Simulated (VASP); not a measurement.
# PbS (Galena) (Fm-3m) in VASP: notebook, part 2 of 3

VASP 6.6.1. The steps go on from the part before.

## Step 3: Relaxation of the atoms, PBEsol (a relaxed cell with its volume scaled by 1.04)

INCAR reads:

```
PREC = Accurate ; ENCUT = 600
EDIFF = 1E-7 ; ISMEAR = 0
SIGMA = 0.03 ; LREAL = F
LASPH = T ; NELM = 80
ALGO = Normal ; ISIF = 2
LWAVE = F ; LCHARG = F
GGA = PS ; IBRION = 2
NSW = 40 ; EDIFFG = -0.01
```

KPOINTS reads:

```
Automatic mesh
0
Gamma
  8 8 8
```

POSCAR reads:

```
PbS                                     
1.0
    0.0000000000      2.9905921190      2.9905921190
    2.9905921190      0.0000000000      2.9905921190
    2.9905921190      2.9905921190      0.0000000000
  Pb              S             
     1     1
Direct
     0.0000000000000000    0.0000000000000000    0.0000000000000000
     0.5000000000000000    0.5000000000000000    0.5000000000000000
```

Potentials or basis: VASP PAW PBE potentials, release 64 (Pb_d, S).

Command:

```
> cat potpaw_PBE.64/Pb_d/POTCAR potpaw_PBE.64/S/POTCAR > POTCAR
> mpirun -np 1 vasp_std > vasp.out
```

OUTCAR:

```text
PREC = Accurate
   ENCUT = 600
   EDIFF = 1E-7
   ISMEAR = 0
   LREAL = F
   LASPH = T
   NELM = 80
   ISIF = 2
   GGA = PS
   IBRION = 2
   NSW = 40
   EDIFFG = -0.01

 ion  position               nearest neighbor table
   1  0.000  0.000  0.000-   2 2.99   2 2.99   2 2.99   2 2.99   2 2.99   2 2.99
   2  0.500  0.500  0.500-   1 2.99   1 2.99   1 2.99   1 2.99   1 2.99   1 2.99

  LATTYP: Found a face centered cubic cell.
 ALAT       =     5.9811842380

  Lattice vectors:

 A1 = (   0.0000000000,   2.9905921190,   2.9905921190)
 A2 = (   2.9905921190,   0.0000000000,   2.9905921190)
 A3 = (   2.9905921190,   2.9905921190,   0.0000000000)

Analysis of symmetry for initial positions (statically):
=====================================================================
 Subroutine PRICEL returns:
 Original cell was already a primitive cell.

 Routine SETGRP: Setting up the symmetry group for a
 face centered cubic supercell.

 Subroutine GETGRP returns: Found 48 space group operations
 (whereof 48 operations were pure point group operations)
 out of a pool of 48 trial point group operations.

The static configuration has the point symmetry O_h .

Analysis of symmetry for dynamics (positions and initial velocities):
=====================================================================
 Subroutine PRICEL returns:
 Original cell was already a primitive cell.

 Routine SETGRP: Setting up the symmetry group for a
 face centered cubic supercell.

 Subroutine GETGRP returns: Found 48 space group operations
 (whereof 48 operations were pure point group operations)
 out of a pool of 48 trial point group operations.

The dynamic configuration has the point symmetry O_h .

 Subroutine INISYM returns: Found 48 space group operations
 (whereof 48 operations are pure point group operations),
 and found     1 'primitive' translations

----------------------------------------------------------------------------------------

                                     Primitive cell

  volume of cell :      53.4936

  direct lattice vectors                    reciprocal lattice vectors
     0.000000000  2.990592119  2.990592119    -0.167190971  0.167190971  0.167190971
     2.990592119  0.000000000  2.990592119     0.167190971 -0.167190971  0.167190971
     2.990592119  2.990592119  0.000000000     0.167190971  0.167190971 -0.167190971

  length of vectors
     4.229335934  4.229335934  4.229335934     0.289583256  0.289583256  0.289583256

  position of ions in fractional coordinates (direct lattice)
     0.000000000  0.000000000  0.000000000
     0.500000000  0.500000000  0.500000000

  ion indices of the primitive-cell ions
   primitive index   ion index
                 1           1
                 2           2

----------------------------------------------------------------------------------------

 KPOINTS: Automatic mesh

Automatic generation of k-mesh.
 Grid dimensions read from file:
 generate k-points for:    8    8    8

 Generating k-lattice:

[... 19 lines left out ...]
  0.125000  0.000000  0.000000      8.000000
  0.250000  0.000000  0.000000      8.000000
  0.375000  0.000000  0.000000      8.000000
  0.500000  0.000000  0.000000      4.000000
  0.125000  0.125000  0.000000      6.000000
[... 16 lines left out ...]
  0.500000  0.250000  0.125000     48.000000
 -0.375000  0.250000  0.125000     24.000000
 [... further k-points ...]
   k-points           NKPTS =     29   k-points in BZ     NKDIM =     29   number of bands    NBANDS=     14
   number of dos      NEDOS =    301   number of ions     NIONS =      2
   total plane-waves  NPLWV =  46656
   dimension x,y,z NGX =    36 NGY =   36 NGZ =   36
   dimension x,y,z NGXF=    72 NGYF=   72 NGZF=   72
   ions per type =               1   1
   NGX,Y,Z   is equivalent  to a cutoff of  14.15, 14.15, 14.15 a.u.
   NGXF,Y,Z  is equivalent  to a cutoff of  28.30, 28.30, 28.30 a.u.
 SYSTEM =  unknown system
   PREC   = accura    normal or accurate (medium, high low for compatibility)
   ISTART =      0    job   : 0-new  1-cont  2-samecut
   ICHARG =      2    charge: 1-file 2-atom 10-const
   ISPIN  =      1    spin polarized calculation?
   LNONCOLLINEAR =      F non collinear calculations
   LSORBIT =      F    spin-orbit coupling
   LASPH  =      T    aspherical Exc in radial PAW
   ENCUT  =  600.0 eV  44.10 Ry    6.64 a.u.   8.45  8.45  8.45*2*pi/ulx,y,z
   NELM   =     80;   NELMIN=  2; NELMDL= -5     # of ELM steps
   EDIFF  = 0.1E-06   stopping-criterion for ELM
   LREAL  =      F    real-space projection
   EDIFFG = -.1E-01   stopping-criterion for IOM
   NSW    =     40    number of steps for IOM
   IBRION =      2    ionic relax: 0-MD 1-quasi-New 2-CG
   NFREE  =      1    steps in history (QN), initial steepest desc. (CG)
   ISIF   =      2    stress and relaxation
   ISYM   =      2    0-nonsym 1-usesym 2-fastsym
   POTIM  = 0.5000    time-step for ionic-motion
   TEBEG  =    0.0;   TEEND  =   0.0 temperature during run
   PSTRESS=    0.0 pullay stress
   NELECT =      20.0000    total number of electrons
   NUPDOWN=      -1.0000    fix difference up-down
   EMIN   =  10.00;   EMAX   =-10.00  energy-range for DOS
   EFERMI =   0.00;   METHOD = LEGACY
   ISMEAR =     0;   SIGMA  =   0.03  broadening in eV -4-tet -1-fermi 0-gaus
   EFERMI_NEDOS =   21; number of points for ismear=-14 and -15
   IALGO  =     38    algorithm
   IMIX   =      4    mixing-type and parameters
     AMIX     =   0.40;   BMIX     =  1.00
     AMIX_MAG =   1.60;   BMIX_MAG =  1.00
  volume/ion in A,a.u.               =      26.75       180.50
  Fermi-wavevector in a.u.,A,eV,Ry     =   1.179372  2.228691 18.924607  1.390919
  Thomas-Fermi vector in A             =   2.315684
   LORBIT       =      0    0 simple, 1 ext, 2 COOP (PROOUT), +10 PAW based schemes
   GGA     = PS    functional components
   LHFCALC =     F    Hartree Fock is set to
   AEXX    =    0.0000 exact exchange contribution
   IVDW    =     0    specifies the selected vdW correction
   LEPSILON=     F    determine dielectric tensor
   LRPA    =     F    only Hartree local field effects (RPA)
 conjugate gradient relaxation of ions
 non-spin polarized calculation
 Gauss-broadening in eV      SIGMA  =   0.03
  energy-cutoff  :      600.00
  volume of cell :       53.49
 maximum number of plane-waves:      1812
 NGX is ok and might be reduce to    36
   NGX = 17   NGY = 17   NGZ = 17

 number of electron      20.0000000 magnetization

 Free energy of the ion-electron system (eV)
  ---------------------------------------------------
  ext. energy  EPLUGINS =         0.00000000
  ---------------------------------------------------
  free energy    TOTEN  =        -9.44354468 eV

  energy without entropy =       -9.44354468  energy(sigma->0) =       -9.44354468

 E-fermi :   5.5424     XC(G=0):  -9.7707

 val. band max:        5.3357946611   @ k =   0.5000   0.0000   0.0000
 cond. band min:       5.6802469539   @ k =   0.5000   0.0000   0.0000
 fundamental gap:      0.3444522929
 Fermi energy:         5.5423815104

 k-point     1 :       0.0000    0.0000    0.0000
  band No.  band energies     occupation
      1     -11.3403      2.00000
      2     -11.3403      2.00000
      3     -11.3403      2.00000
      4     -11.3263      2.00000
      5     -11.3263      2.00000
      6      -8.0170      2.00000
      7      -0.7401      2.00000
      8       3.3152      2.00000
      9       3.3152      2.00000
     10       3.3152      2.00000
     11      10.4498      0.00000
     12      10.4498      0.00000
     13      10.4498      0.00000
     14      12.0685      0.00000
[... 377 lines left out ...]
      1     -11.3888      2.00000
      2     -11.3417      2.00000
      3     -11.3254      2.00000
      4     -11.3131      2.00000
      5     -11.2937      2.00000
      6      -6.5986      2.00000
      7      -3.0388      2.00000
      8       2.0457      2.00000
      9       2.4556      2.00000
     10       4.4158      2.00000
     11       6.8761      0.00000
     12       8.7147      0.00000
     13       9.3197      0.00000
     14      13.2661      0.00000

 [... further k-points ...]
[... 5 lines left out ...]
  --------------------------------------------------------------------------------------
  -------------------------------------------------------------------------------------
  Total       -0.7255812     -0.7255812     -0.7255812      0.0000000      0.0000000      0.0000000
  in kB      -21.7317686    -21.7317686    -21.7317686      0.0000000      0.0000000      0.0000000
  external PRESSURE =     -21.7317686 kB  Pullay stress =       0.0000000 kB

 VOLUME and BASIS-vectors are now :
 -----------------------------------------------------------------------------
  energy-cutoff  :      600.00
  volume of cell :       53.49
      direct lattice vectors                 reciprocal lattice vectors
     0.000000000  2.990592119  2.990592119    -0.167190971  0.167190971  0.167190971
     2.990592119  0.000000000  2.990592119     0.167190971 -0.167190971  0.167190971
     2.990592119  2.990592119  0.000000000     0.167190971  0.167190971 -0.167190971

 POSITION                                       TOTAL-FORCE (eV/Angst)
 -----------------------------------------------------------------------------------
      0.00000      0.00000      0.00000        -0.000000     -0.000000      0.000000
      2.99059      2.99059      2.99059         0.000000      0.000000     -0.000000
 -----------------------------------------------------------------------------------
    total drift:                                0.000000      0.000000      0.000000

  FREE ENERGIE OF THE ION-ELECTRON SYSTEM (eV)
  ---------------------------------------------------
  free  energy   TOTEN  =        -9.4435446756 eV

  energy  without entropy=       -9.4435446756  energy(sigma->0) =       -9.44354468

 reached required accuracy - stopping structural energy minimisation
```

OSZICAR:

```text
N       E                     dE             d eps       ncg     rms          rms(c)
DAV:   1     0.167873077440E+03    0.16787E+03   -0.10701E+04   812   0.166E+03
DAV:   2     0.509889122350E+01   -0.16277E+03   -0.15941E+03   830   0.381E+02
DAV:   3    -0.948612995486E+01   -0.14585E+02   -0.14495E+02  1126   0.114E+02
DAV:   4    -0.985365188754E+01   -0.36752E+00   -0.36718E+00   868   0.206E+01
DAV:   5    -0.986708359507E+01   -0.13432E-01   -0.13431E-01  1212   0.403E+00    0.416E+00
DAV:   6    -0.944642407367E+01    0.42066E+00   -0.13262E+00  1214   0.919E+00    0.280E+00
DAV:   7    -0.944388108734E+01    0.25430E-02   -0.11847E-01   896   0.200E+00    0.156E+00
DAV:   8    -0.944379228475E+01    0.88803E-04   -0.12678E-02   926   0.136E+00    0.215E-01
DAV:   9    -0.944345752413E+01    0.33476E-03   -0.25490E-03  1212   0.462E-01    0.791E-02
DAV:  10    -0.944354541208E+01   -0.87888E-04   -0.20678E-04   872   0.100E-01    0.374E-02
DAV:  11    -0.944354459348E+01    0.81860E-06   -0.20309E-05  1048   0.557E-02    0.696E-03
DAV:  12    -0.944354478553E+01   -0.19205E-06   -0.12327E-06   996   0.155E-02    0.516E-03
DAV:  13    -0.944354467624E+01    0.10929E-06   -0.28140E-07   844   0.302E-03    0.138E-03
DAV:  14    -0.944354467560E+01    0.64392E-09   -0.41550E-08   622   0.157E-03
   1 F= -.94435447E+01 E0= -.94435447E+01  d E =-.944354E+01
```

CONTCAR:

```text
PbS
   1.00000000000000
     0.0000000000000000    2.9905921190000000    2.9905921190000000
     2.9905921190000000    0.0000000000000000    2.9905921190000000
     2.9905921190000000    2.9905921190000000    0.0000000000000000
  Pb              S
     1     1
Direct
     0.0000000000000000    0.0000000000000000    0.0000000000000000
     0.5000000000000000    0.5000000000000000    0.5000000000000000

  0.00000000E+00  0.00000000E+00  0.00000000E+00
  0.00000000E+00  0.00000000E+00  0.00000000E+00
```

It took 15 s on 1 thread of Intel Xeon 6975P-C (Granite Rapids), shared host; peak memory 0.2 GiB.

Results:

```yaml
Free_energy: -9.4435 eV
Pressure_after_relaxing: -2.2 GPa
Band_gap_on_the_k_mesh: 0.34 eV, direct
```

Final structure:
```cif
data_structure
_symmetry_space_group_name_H-M 'P 1'
_symmetry_Int_Tables_number 1
_cell_length_a 4.2293
_cell_length_b 4.2293
_cell_length_c 4.2293
_cell_angle_alpha 60.000
_cell_angle_beta 60.000
_cell_angle_gamma 60.000
_cell_volume 53.49
loop_
_atom_site_label
_atom_site_type_symbol
_atom_site_fract_x
_atom_site_fract_y
_atom_site_fract_z
_atom_site_occupancy
Pb1 Pb 0.00000 0.00000 0.00000 1
S1 S 0.50000 0.50000 0.50000 1
```

Caveat: the relaxation stopped at its first step, so nothing moved; the PAW data sets were made with another functional, which shifts forces and pressure a little; spin-orbit coupling is left out, which as a rule narrows the gap of such compounds by several tenths of an eV.

(Part 2 of 3 ends here.)
